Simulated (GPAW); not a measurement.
## Fitting the PBEsol energy curve of ZrS

The structure is cubic, space group Fm-3m (No. 225). Conventional cell: a = 5.250 Å, b = 5.250 Å, c = 5.250 Å, α = 90.00°, β = 90.00°, γ = 90.00°. Zr (site symmetry m-3m) is surrounded by 6 S at 2.62 Å. S (site symmetry m-3m) is surrounded by 6 Zr at 2.62 Å.

The cell was scaled at fixed shape and fractions and run with GPAW, PAW data sets generated for this functional, cutoff 600 eV; PBEsol, k mesh 7 × 7 × 7 on the cell of 2 atoms, fermi-dirac occupations of 0.05 eV, no spin polarisation, no spin-orbit coupling. Energies are those that the program minimises, any entropy of the smearing included. For a metal such a mesh isn't converged to the digits shown.

```tsv
V (Å³/atom)	energy over the lowest row (meV/atom)
17.0026	0.14
17.3644	0.00
17.7261	6.57
18.0879	19.12
18.4496	36.97
18.8114	?
19.1732	86.45
```

Task: Fit the third-order Birch-Murnaghan form, give V0, B0 and B′, and predict the energy left open.

Result: With y = (V0/V)^(2/3), E = E0 + (9 V0 B0/16) [(y - 1)³ B′ + (y - 1)² (6 - 4y)]. Least squares through the rows shown give V0 = 17.1886 Å³/atom, E0 = -0.82 meV, B0 = 148.9 GPa (1 eV/Å³ = 160.218 GPa) and B′ = 4.47, with a largest miss of 0.03 meV. At V = 18.8114 the form with these constants gives 59.57 meV; the run gave 59.61 meV an atom.

The fitted minimum, 17.1886 Å³/atom, lies below the volume of the listed cell, 18.0879 Å³/atom, so PBEsol puts that cell under tension and favours Zr-S contacts shorter than 2.62 Å. The bulk modulus of 148.9 GPa fits a rocksalt compound held together by more than ionic attraction: Zr 4d-S 3p covalency resists compression, and the d electrons left on formally divalent Zr probably add some metal-metal bonding. The positive B′ of 4.47 reflects the usual asymmetry of a bonding curve, as short-range repulsion rises faster on compression than cohesion fades on expansion. The listed cell should therefore be softer than B0 implies.

The close prediction at 18.8114 Å³/atom shows that the curve is smooth, but it is an interpolation between computed neighbours and a mild test of the form. Only one row lies on the compressed side of the minimum, so B′ is drawn mainly from expansion and is a weak guide to behaviour under high pressure. Uniform scaling also says nothing about resistance to shear or to the formation of vacancies.
